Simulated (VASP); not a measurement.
# W (Im-3m) in VASP: further runs

The runs below take W through relaxation of cell and atoms, with LDA.

Everything below comes from runs of VASP 6.6.1. Logs are shortened: lines on timing, memory, paths and dates and some standing lists are left out, and cuts for length are marked.

### 1 The crystal as given

It takes space group Im-3m (No. 229, cubic). Conventional cell: a = 3.165 Å, b = 3.165 Å, c = 3.165 Å, α = 90.00°, β = 90.00°, γ = 90.00°. Around W (site symmetry m-3m) lie 8 W at 2.74 Å.

### 2 Relaxation of cell and atoms, LDA

INCAR reads:

```
PREC = Accurate
ENCUT = 350
EDIFF = 1E-7
ISMEAR = 0
SIGMA = 0.1
LREAL = False
LASPH = True
NELM = 60
ALGO = Fast
ISIF = 3
LWAVE = False
LCHARG = False
IBRION = 2
NSW = 80
EDIFFG = -0.002
```

KPOINTS reads:

```
Automatic mesh
0
Gamma
  10 10 10
```

POSCAR reads:

```
W
1.0
   -1.5824000000      1.5824000000      1.5824000000
    1.5824000000     -1.5824000000      1.5824000000
    1.5824000000      1.5824000000     -1.5824000000
W
1
Direct
    0.0000000000      0.0000000000      0.0000000000
```

Potentials or basis: VASP PAW LDA potentials, release 64 (W_sv).

On the command line:

```sh
> cat potpaw_LDA.64/W_sv/POTCAR > POTCAR
> mpirun -np 1 vasp_std > vasp.out
```

OUTCAR:

```text
PREC = Accurate
   ENCUT = 350
   EDIFF = 1E-7
   ISMEAR = 0
   LREAL = False
   LASPH = True
   NELM = 60
   ISIF = 3
   IBRION = 2
   NSW = 80
   EDIFFG = -0.002

 ion  position               nearest neighbor table
   1  0.000  0.000  0.000-

  LATTYP: Found a body centered cubic cell.
 ALAT       =     3.1648000000

  Lattice vectors:

 A1 = (  -1.5824000000,   1.5824000000,   1.5824000000)
 A2 = (   1.5824000000,  -1.5824000000,   1.5824000000)
 A3 = (   1.5824000000,   1.5824000000,  -1.5824000000)

Analysis of symmetry for initial positions (statically):
=====================================================================
 Subroutine PRICEL returns:
 Original cell was already a primitive cell.

 Routine SETGRP: Setting up the symmetry group for a
 body centered cubic supercell.

 Subroutine GETGRP returns: Found 48 space group operations
 (whereof 48 operations were pure point group operations)
 out of a pool of 48 trial point group operations.

The static configuration has the point symmetry O_h .

Analysis of symmetry for dynamics (positions and initial velocities):
=====================================================================
 Subroutine PRICEL returns:
 Original cell was already a primitive cell.

 Routine SETGRP: Setting up the symmetry group for a
 body centered cubic supercell.

 Subroutine GETGRP returns: Found 48 space group operations
 (whereof 48 operations were pure point group operations)
 out of a pool of 48 trial point group operations.

The dynamic configuration has the point symmetry O_h .

 Subroutine INISYM returns: Found 48 space group operations
 (whereof 48 operations are pure point group operations),
 and found     1 'primitive' translations

----------------------------------------------------------------------------------------

                                     Primitive cell

  volume of cell :      15.8493

  direct lattice vectors                    reciprocal lattice vectors
    -1.582400000  1.582400000  1.582400000     0.000000000  0.315975733  0.315975733
     1.582400000 -1.582400000  1.582400000     0.315975733  0.000000000  0.315975733
     1.582400000  1.582400000 -1.582400000     0.315975733  0.315975733  0.000000000

  length of vectors
     2.740797198  2.740797198  2.740797198     0.446857167  0.446857167  0.446857167

  position of ions in fractional coordinates (direct lattice)
     0.000000000  0.000000000  0.000000000

  ion indices of the primitive-cell ions
   primitive index   ion index
                 1           1

----------------------------------------------------------------------------------------

 KPOINTS: Automatic mesh

Automatic generation of k-mesh.
 Grid dimensions read from file:
 generate k-points for:   10   10   10

 Generating k-lattice:

  Cartesian coordinates                     Fractional coordinates (reciprocal lattice)
     0.000000000  0.031597573  0.031597573     0.100000000  0.000000000  0.000000000
     0.031597573  0.000000000  0.031597573     0.000000000  0.100000000  0.000000000
     0.031597573  0.031597573  0.000000000     0.000000000  0.000000000  0.100000000

  Length of vectors
     0.044685717  0.044685717  0.044685717

  Shift w.r.t. Gamma in fractional coordinates (k-lattice)
     0.000000000  0.000000000  0.000000000

 Subroutine IBZKPT returns following result:
 ===========================================

 Found     47 irreducible k-points:

 Following reciprocal coordinates:
            Coordinates               Weight
  0.000000  0.000000  0.000000      1.000000
  0.100000  0.000000  0.000000     12.000000
  0.200000  0.000000  0.000000     12.000000
  0.300000  0.000000  0.000000     12.000000
  0.400000  0.000000  0.000000     12.000000
  0.500000  0.000000  0.000000      6.000000
[... 16 lines left out ...]
  0.300000  0.300000  0.100000      8.000000
 -0.300000  0.300000  0.100000     24.000000
 [... further k-points ...]
   k-points           NKPTS =     47   k-points in BZ     NKDIM =     47   number of bands    NBANDS=     11
   number of dos      NEDOS =    301   number of ions     NIONS =      1
   total plane-waves  NPLWV =   5832
   dimension x,y,z NGX =    18 NGY =   18 NGZ =   18
   dimension x,y,z NGXF=    36 NGYF=   36 NGZF=   36
   ions per type =               1
   NGX,Y,Z   is equivalent  to a cutoff of  10.92, 10.92, 10.92 a.u.
   NGXF,Y,Z  is equivalent  to a cutoff of  21.84, 21.84, 21.84 a.u.
 SYSTEM =  unknown system
   PREC   = accura    normal or accurate (medium, high low for compatibility)
   ISTART =      0    job   : 0-new  1-cont  2-samecut
   ICHARG =      2    charge: 1-file 2-atom 10-const
   ISPIN  =      1    spin polarized calculation?
   LNONCOLLINEAR =      F non collinear calculations
   LSORBIT =      F    spin-orbit coupling
   LASPH  =      T    aspherical Exc in radial PAW
   ENCUT  =  350.0 eV  25.72 Ry    5.07 a.u.   4.18  4.18  4.18*2*pi/ulx,y,z
   NELM   =     60;   NELMIN=  2; NELMDL= -5     # of ELM steps
   EDIFF  = 0.1E-06   stopping-criterion for ELM
   LREAL  =      F    real-space projection
   EDIFFG = -.2E-02   stopping-criterion for IOM
   NSW    =     80    number of steps for IOM
   IBRION =      2    ionic relax: 0-MD 1-quasi-New 2-CG
   NFREE  =      1    steps in history (QN), initial steepest desc. (CG)
   ISIF   =      3    stress and relaxation
   ISYM   =      2    0-nonsym 1-usesym 2-fastsym
   POTIM  = 0.5000    time-step for ionic-motion
   TEBEG  =    0.0;   TEEND  =   0.0 temperature during run
   PSTRESS=    0.0 pullay stress
   NELECT =      14.0000    total number of electrons
   NUPDOWN=      -1.0000    fix difference up-down
   EMIN   =  10.00;   EMAX   =-10.00  energy-range for DOS
   EFERMI =   0.00;   METHOD = LEGACY
   ISMEAR =     0;   SIGMA  =   0.10  broadening in eV -4-tet -1-fermi 0-gaus
   EFERMI_NEDOS =   21; number of points for ismear=-14 and -15
   IALGO  =     68    algorithm
   IMIX   =      4    mixing-type and parameters
     AMIX     =   0.40;   BMIX     =  1.00
     AMIX_MAG =   1.60;   BMIX_MAG =  1.00
  volume/ion in A,a.u.               =      15.85       106.96
  Fermi-wavevector in a.u.,A,eV,Ry     =   1.570777  2.968338 33.570210  2.467341
  Thomas-Fermi vector in A             =   2.672460
   LORBIT       =      0    0 simple, 1 ext, 2 COOP (PROOUT), +10 PAW based schemes
   GGA     = CA    functional components
   LHFCALC =     F    Hartree Fock is set to
   AEXX    =    0.0000 exact exchange contribution
   IVDW    =     0    specifies the selected vdW correction
   LEPSILON=     F    determine dielectric tensor
   LRPA    =     F    only Hartree local field effects (RPA)
 conjugate gradient relaxation of ions
 non-spin polarized calculation
 RMM-DIIS sequential band-by-band and
 Gauss-broadening in eV      SIGMA  =   0.10
  energy-cutoff  :      350.00
  volume of cell :       15.85
 maximum number of plane-waves:       243
 NGX is ok and might be reduce to    18
   NGX =  9   NGY =  9   NGZ =  9

--------------------------------------- Ionic step        1  -------------------------------------------

 number of electron      14.0000001 magnetization

 Free energy of the ion-electron system (eV)
  ---------------------------------------------------
  ext. energy  EPLUGINS =         0.00000000
  ---------------------------------------------------
  free energy    TOTEN  =       -14.09009643 eV

  energy without entropy =      -14.08768109  energy(sigma->0) =      -14.08888876

------------------------ aborting loop because EDIFF is reached ----------------------------------------

  FORCE on cell =-STRESS in cart. coord.  units (eV):
  Direction    XX          YY          ZZ          XY          YZ          ZX
  --------------------------------------------------------------------------------------
  -------------------------------------------------------------------------------------
  Total       -0.6948490     -0.6948490     -0.6948490      0.0000000      0.0000000     -0.0000000
  in kB      -70.2412433    -70.2412433    -70.2412433      0.0000000      0.0000000     -0.0000000
  external PRESSURE =     -70.2412433 kB  Pullay stress =       0.0000000 kB
[... 195 lines left out ...]
  energy  without entropy=      -14.0952984202  energy(sigma->0) =      -14.09644914

--------------------------------------- Ionic step        7  -------------------------------------------

 number of electron      14.0000008 magnetization

 Free energy of the ion-electron system (eV)
  ---------------------------------------------------
  ext. energy  EPLUGINS =         0.00000000
  ---------------------------------------------------
  free energy    TOTEN  =       -14.09762147 eV

  energy without entropy =      -14.09532619  energy(sigma->0) =      -14.09647383

 E-fermi :  11.7531     XC(G=0): -13.9548

 val. band max:       11.6611423651   @ k =   0.5000   0.5000   0.2000
 cond. band min:      11.8288039094   @ k =   0.1000   0.1000   0.0000
 fundamental gap:      0.1676615443
 Fermi energy:        11.7531441515

 k-point     1 :       0.0000    0.0000    0.0000
  band No.  band energies     occupation
      1     -62.1091      2.00000
      2     -25.8810      2.00000
      3     -25.8810      2.00000
      4     -25.8810      2.00000
      5       1.9751      2.00000
      6      10.3236      2.00000
      7      10.3236      2.00000
      8      10.3236      2.00000
      9      13.8677      0.00000
     10      13.8677      0.00000
     11      26.2634      0.00000
[... 309 lines left out ...]
 k-point    24 :      -0.3000    0.3000    0.1000
  band No.  band energies     occupation
      1     -61.9977      2.00000
      2     -26.8071      2.00000
      3     -26.2332      2.00000
      4     -25.9936      2.00000
      5       5.4113      2.00000
      6       9.0982      2.00000
      7       9.5210      2.00000
      8      12.4253      0.00000
      9      14.1383      0.00000
     10      14.9142      0.00000
     11      25.6075      0.00000

 [... further k-points ...]
[... 5 lines left out ...]
  --------------------------------------------------------------------------------------
  -------------------------------------------------------------------------------------
  Total       -0.0006746     -0.0006746     -0.0006746      0.0000000      0.0000000      0.0000000
  in kB       -0.0696781     -0.0696781     -0.0696781      0.0000000      0.0000000      0.0000000
  external PRESSURE =      -0.0696781 kB  Pullay stress =       0.0000000 kB
[... 16 lines left out ...]
  FREE ENERGIE OF THE ION-ELECTRON SYSTEM (eV)
  ---------------------------------------------------
  free  energy   TOTEN  =       -14.0976214730 eV

  energy  without entropy=      -14.0953261932  energy(sigma->0) =      -14.09647383

 reached required accuracy - stopping structural energy minimisation
```

It took 23 s on 1 thread of Intel Xeon Platinum 8259CL at 2.50GHz (Skylake/Cascade Lake), shared host; peak memory 0.12 GiB.

Results:

| Item | Value |
| --- | --- |
| Free energy | -14.0976 eV |
| Relaxed volume | 15.51 Å³/atom |
| Relaxed cell | a = 2.721 Å, b = 2.721 Å, c = 2.721 Å, α = 109.47°, β = 109.47°, γ = 109.47° |
| Space group after relaxing (to 0.05 Å) | Im-3m (No. 229) |
| Energy gained by relaxing | 7.5 meV/atom |
| Ionic steps | 7 |
| Pressure after relaxing | 0.0 GPa |
| Band gap on the k mesh | none (metal or under the smearing width) |

The path:
```csv
step,energy change (eV),largest force (eV/Å),pressure (GPa),volume (Å³)
1,0.0000,0.0000,-7.02,15.85
2,0.1079,0.0000,32.92,14.31
3,-0.0075,0.0000,-0.28,15.53
4,-0.0075,0.0000,-0.02,15.51
5,-0.0075,0.0000,0.13,15.51
6,-0.0075,0.0000,-0.38,15.53
7,-0.0075,0.0000,-0.01,15.51
```

Final structure:
```
CELL_PARAMETERS angstrom
-1.57112 1.57112 1.57112
1.57112 -1.57112 1.57112
1.57112 1.57112 -1.57112
ATOMIC_POSITIONS crystal
W 0.00000 0.00000 0.00000
```

Levels at points of the mesh, in eV from the Fermi level:
```tsv
k point	band 5	band 6	band 7	band 8	band 9	band 10
(0.00, 0.00, 0.00)	-9.78	-1.43	-1.43	-1.43	2.11	2.11
(0.50, 0.00, 0.00)	-6.52	-3.82	0.80	2.03	3.02	6.19
(0.50, 0.50, 0.50)	-6.14	-6.14	5.17	5.17	5.17	8.41
```

The run has no spin-orbit coupling, so splittings on W are missing. LDA usually gives volumes a few per cent too small.

### 3 Relaxation of cell and atoms, LDA

This run uses another cell than the first one, of 15.51 Å³/atom, 0.979 times its volume.

INCAR is that of step 2.

KPOINTS is that of step 2.

POSCAR reads:

```
W                                       
1.0
   -1.5711240117      1.5711240117      1.5711240117
    1.5711240117     -1.5711240117      1.5711240117
    1.5711240117      1.5711240117     -1.5711240117
  W             
     1
Direct
     0.0000000000000000    0.0000000000000000    0.0000000000000000
```

Potentials or basis: VASP PAW LDA potentials, release 64 (W_sv).

On the command line:

```sh
> cat potpaw_LDA.64/W_sv/POTCAR > POTCAR
> mpirun -np 1 vasp_std > vasp.out
```

Run time: 10 s. Hardware: 1 thread of Intel Xeon Platinum 8259CL at 2.50GHz (Skylake/Cascade Lake), shared host; peak memory 0.12 GiB.

The run converged. Its results:

- Free energy: -14.0967 eV
- Energy gained by relaxing: 0.0 meV/atom
- Ionic steps: 4
- Pressure after relaxing: 0.0 GPa
- Band gap on the k mesh: none (metal or under the smearing width)

Final structure:
```cif
data_structure
_symmetry_space_group_name_H-M 'P 1'
_symmetry_Int_Tables_number 1
_cell_length_a 2.7212
_cell_length_b 2.7212
_cell_length_c 2.7212
_cell_angle_alpha 109.471
_cell_angle_beta 109.471
_cell_angle_gamma 109.471
_cell_volume 15.51
loop_
_atom_site_label
_atom_site_type_symbol
_atom_site_fract_x
_atom_site_fract_y
_atom_site_fract_z
_atom_site_occupancy
W1 W 0.00000 0.00000 0.00000 1
```

Levels at points of the mesh, in eV from the Fermi level:
```csv
k point,band 3,band 4,band 5,band 6,band 7,band 8,band 9,band 10,band 11
"(0.00, 0.00, 0.00)",-37.63,-37.63,-9.78,-1.43,-1.43,-1.43,2.11,2.11,14.51
"(0.50, 0.00, 0.00)",-38.09,-37.64,-6.52,-3.82,0.80,2.03,3.02,6.19,11.51
"(0.50, 0.50, 0.50)",-38.61,-38.61,-6.14,-6.14,5.17,5.17,5.17,8.41,8.41
```

The run has no spin-orbit coupling, so splittings on W are missing.
